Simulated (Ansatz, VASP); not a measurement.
# ZnSe (Stilleite): VASP beside Ansatz

Aim: how closely do two programs agree when they are given the same cell, functional and k mesh? The cell is taken from a series of VASP runs on this material, whose earlier steps may have relaxed, scaled or displaced it; both programs get it as it stands.

Main program and level: Ansatz 0.2.0; plane waves, with VASP 6.6.1 beside it; band structure at HSE06.

## (1) Starting point

Symmetry: F-43m, No. 216, cubic system. The conventional cell has a = 5.668 Å, b = 5.668 Å, c = 5.668 Å, α = 90.00°, β = 90.00°, γ = 90.00°. Nearest to Se lie 4 Zn at 2.45 Å. Nearest to Zn lie 4 Se at 2.45 Å. Farther neighbours and most contacts between anions are not listed.

Structure file:

```cif
data_structure
_symmetry_space_group_name_H-M 'F-43m'
_symmetry_Int_Tables_number 216
_cell_length_a 5.6676
_cell_length_b 5.6676
_cell_length_c 5.6676
_cell_angle_alpha 90.000
_cell_angle_beta 90.000
_cell_angle_gamma 90.000
_cell_volume 182.05
loop_
_atom_site_label
_atom_site_type_symbol
_atom_site_symmetry_multiplicity
_atom_site_Wyckoff_symbol
_atom_site_fract_x
_atom_site_fract_y
_atom_site_fract_z
_atom_site_occupancy
Se1 Se 4 c 0.25000 0.25000 0.25000 1
Zn1 Zn 4 a 0.00000 0.00000 0.00000 1
```

## (2) VASP: band structure, HSE06

The same path points are solved in both programs, so levels can be compared one by one.

Lines of VASP's logs that name or quote its potential files are left out, and so is its time.

The run reads the wave functions of an earlier VASP run, which isn't shown here.

INCAR

```
SYSTEM = ZnSe
PREC = Accurate
ENCUT = 350
EDIFF = 1E-06
NELM = 100
ISMEAR = 0
SIGMA = 0.03
LREAL = .FALSE.
ALGO = Normal
LHFCALC = .TRUE.
AEXX = 0.25
GGA = PE
HFSCREEN = 0.2
LASPH = .TRUE.
NBANDS = 15
PRECFOCK = Fast
LORBIT = 11
LWAVE = .FALSE.
LCHARG = .FALSE.
KPAR = 4
```

POSCAR

```
ZnSe
1.0
    0.0000000000      2.8338000000      2.8338000000
    2.8338000000      0.0000000000      2.8338000000
    2.8338000000      2.8338000000      0.0000000000
Se Zn
1 1
Direct
    0.7500000000      0.7500000000      0.7500000000
    0.0000000000      0.0000000000      0.0000000000
```

KPOINTS

```
Automatic mesh
0
Gamma
5 5 5
0 0 0
```

KPOINTS_OPT

```
Line mode
10
Line-mode
Reciprocal
  0.00000000   0.00000000   0.00000000 GAMMA
  0.50000000   0.00000000   0.50000000 X

  0.50000000   0.00000000   0.50000000 X
  0.50000000   0.25000000   0.75000000 W

  0.50000000   0.25000000   0.75000000 W
  0.37500000   0.37500000   0.75000000 K

  0.37500000   0.37500000   0.75000000 K
  0.00000000   0.00000000   0.00000000 GAMMA

  0.00000000   0.00000000   0.00000000 GAMMA
  0.50000000   0.50000000   0.50000000 L

  0.50000000   0.50000000   0.50000000 L
  0.62500000   0.25000000   0.62500000 U

  0.62500000   0.25000000   0.62500000 U
  0.50000000   0.25000000   0.75000000 W

  0.50000000   0.25000000   0.75000000 W
  0.50000000   0.50000000   0.50000000 L

  0.50000000   0.50000000   0.50000000 L
  0.37500000   0.37500000   0.75000000 K

  0.62500000   0.25000000   0.62500000 U
  0.50000000   0.00000000   0.50000000 X
```

Potentials, in the order of the species: Se and Zn (PBE family, release 64).

On the command line:

```bash
$ mpirun -np 4 vasp_std
```

Numbers of over 12 decimals in the logs are rounded to 6 here.

Output:

```text
[banner, memory and clock lines left out]
running    4 mpi-ranks, on    1 nodes
 distrk:  each k-point on    1 cores,    4 groups
 distr:  one band on    1 cores,    1 groups

 POSCAR found type information on POSCAR SeZn
 POSCAR found :  2 types and       2 ions
 LDA part: xc-table for (Slater+PW92), standard interpolation
 found WAVECAR, reading the header
 POSCAR, INCAR and KPOINTS ok, starting setup
 FFT: planning ... GRIDC
 FFT: planning ... GRID_SOFT
 FFT: planning ... GRID
 reading WAVECAR
 the WAVECAR file was read successfully
 initial charge from wavefunction
 entering main loop
       N       E                     dE             d eps       ncg     rms          rms(c)
DAV:   1    -0.747821072088E+01   -0.74782E+01   -0.13256E+00   386   0.296E+01    0.276E+00
DAV:   2    -0.743168352055E+01    0.46527E-01   -0.26868E-01   349   0.104E+01    0.140E+00
DAV:   3    -0.742986452155E+01    0.18190E-02   -0.28491E-02   370   0.277E+00    0.867E-01
DAV:   4    -0.742899635197E+01    0.86817E-03   -0.25496E-03   307   0.601E-01    0.520E-01
DAV:   5    -0.742878548575E+01    0.21087E-03   -0.51888E-04   345   0.213E-01    0.304E-01
DAV:   6    -0.742873627086E+01    0.49215E-04   -0.10015E-04   321   0.889E-02    0.169E-01
DAV:   7    -0.742871450992E+01    0.21761E-04   -0.10191E-05   335   0.280E-02    0.920E-02
DAV:   8    -0.742870716761E+01    0.73423E-05   -0.41659E-06   314   0.145E-02    0.484E-02
DAV:   9    -0.742870564153E+01    0.15261E-05   -0.15252E-06   342   0.902E-03    0.252E-02
DAV:  10    -0.742870506666E+01    0.57487E-06   -0.51229E-07   241   0.555E-03
   1 F= -.74287051E+01 E0= -.74287051E+01  d E =-.892597E-13
 Start KPOINTS_OPT (optional k-point list driver)
k-point batch [1-10\100]
       N       E                     dE             ncg
DAV:   1     0.230248704770E+02   -0.25066E+04      300
DAV:   2    -0.940613457751E+03   -0.96364E+03      307
DAV:   3    -0.100610840632E+04   -0.65495E+02      363
DAV:   4    -0.100708854468E+04   -0.98014E+00      391
DAV:   5    -0.100709464201E+04   -0.60973E-02      391
DAV:   6    -0.100709468059E+04   -0.38584E-04      384
DAV:   7    -0.100709468096E+04   -0.36601E-06      297
[...]
k-point batch [91-100\100]
       N       E                     dE             ncg
DAV:   1    -0.912593380631E+02   -0.54899E+04      300
DAV:   2    -0.102378780791E+04   -0.93253E+03      342
DAV:   3    -0.107844627331E+04   -0.54658E+02      377
DAV:   4    -0.107918145525E+04   -0.73518E+00      391
DAV:   5    -0.107918608446E+04   -0.46292E-02      398
DAV:   6    -0.107918611462E+04   -0.30155E-04      391
DAV:   7    -0.107918611489E+04   -0.26667E-06      318
```

Parts of OUTCAR (step 2):

```text
ion  position               nearest neighbor table
   1  0.750  0.750  0.750-   2 2.45   2 2.45   2 2.45   2 2.45
   2  0.000  0.000  0.000-   1 2.45   1 2.45   1 2.45   1 2.45

  LATTYP: Found a face centered cubic cell.
 ALAT       =     5.6676000000

 Subroutine GETGRP returns: Found 24 space group operations
 (whereof 24 operations were pure point group operations)

The static configuration has the point symmetry T_d .

 Found     10 irreducible k-points:

   k-points           NKPTS =     10   k-points in BZ     NKDIM =    125   number of bands    NBANDS=     15

   dimension x,y,z NGX =    24 NGY =   24 NGZ =   24
   dimension x,y,z NGXF=    48 NGYF=   48 NGZF=   48

   ENCUT  =  350.0 eV  25.72 Ry    5.07 a.u.   6.11  6.11  6.11*2*pi/ulx,y,z

   NELECT =      18.0000    total number of electrons

 k-points in reciprocal lattice and weights: Automatic mesh
   0.00000000  0.00000000  0.00000000       0.008
   0.20000000  0.00000000  0.00000000       0.064
   0.40000000  0.00000000  0.00000000       0.064
   0.20000000  0.20000000  0.00000000       0.048
   0.40000000  0.20000000  0.00000000       0.192
  -0.40000000  0.20000000  0.00000000       0.192
  -0.20000000  0.20000000  0.00000000       0.096
   0.40000000  0.40000000  0.00000000       0.048
  -0.40000000  0.40000000  0.00000000       0.096
  -0.40000000  0.40000000  0.20000000       0.192

  exchange ACFDT corr.  =         0.00000000  see jH, gK, PRB 81, 115126

 average (electrostatic) potential at core
       1 -52.2330       2 -29.5489

 E-fermi :   1.0959

 k-point     1 :       0.0000    0.0000    0.0000
  band No.  band energies     occupation
    ...
      5      -6.8831      2.00000
      6      -6.8831      2.00000
      7       0.9544      2.00000
      8       0.9544      2.00000
      9       0.9544      2.00000
     10       3.3801      0.00000
     11       7.9166      0.00000
     12       7.9166      0.00000
     13       7.9167      0.00000
     14      12.2679      0.00000
    ...

 k-point     2 :       0.2000    0.0000    0.0000
  band No.  band energies     occupation
    ...
      5      -6.8847      2.00000
      6      -6.8847      2.00000
      7      -1.5145      2.00000
      8       0.5974      2.00000
      9       0.5974      2.00000
     10       4.7715      0.00000
     11       8.1989      0.00000
     12       8.4597      0.00000
     13       8.4597      0.00000
     14      12.5196      0.00000
    ...

 k-point     3 :       0.4000    0.0000    0.0000
  band No.  band energies     occupation
    ...
      5      -6.8734      2.00000
      6      -6.8348      2.00000
      7      -4.1157      2.00000
      8       0.1135      2.00000
      9       0.1135      2.00000
     10       4.6821      0.00000
     11       8.5283      0.00000
     12       8.5284      0.00000
     13      10.4208      0.00000
     14      12.7768      0.00000
    ...

  energy-cutoff  :      350.00
  volume of cell :       45.51
      direct lattice vectors                 reciprocal lattice vectors
     0.000000000  2.833800000  2.833800000    -0.176441527  0.176441527  0.176441527
     2.833800000  0.000000000  2.833800000     0.176441527 -0.176441527  0.176441527
     2.833800000  2.833800000  0.000000000     0.176441527  0.176441527 -0.176441527

 POSITION                                       TOTAL-FORCE (eV/Angst)
 -----------------------------------------------------------------------------------
      4.25070      4.25070      4.25070         0.000000      0.000000      0.000000
      0.00000      0.00000      0.00000        -0.000000     -0.000000     -0.000000
 -----------------------------------------------------------------------------------
    total drift:                               -0.000144     -0.000093     -0.000091

  FREE ENERGIE OF THE ION-ELECTRON SYSTEM (eV)
  ---------------------------------------------------
  free  energy   TOTEN  =        -7.4287050667 eV

  energy  without entropy=       -7.4287050667  energy(sigma->0) =       -7.42870507

 total charge
# of ion       s       p       d       tot
------------------------------------------
    1        1.442   2.498   0.027   3.967
    2        0.495   0.441   9.818  10.753
--------------------------------------------------
tot          1.937   2.939   9.845  14.721

[... 3 further parts left out ...]
```

[end of part 1 of 2]

[Lines on the potential files, build, host, timing and source positions are cut from VASP's logs without a mark.]

[Logs are printed without paths, hosts, clocks, repeated set-up lines and the standing remarks that a program may print on its own settings, such as how far it seeks lower states.]

[Hosts, paths, dates, database ids (printed as entryN), source tags and the programs' standing remarks are cut or masked in the printed files.]
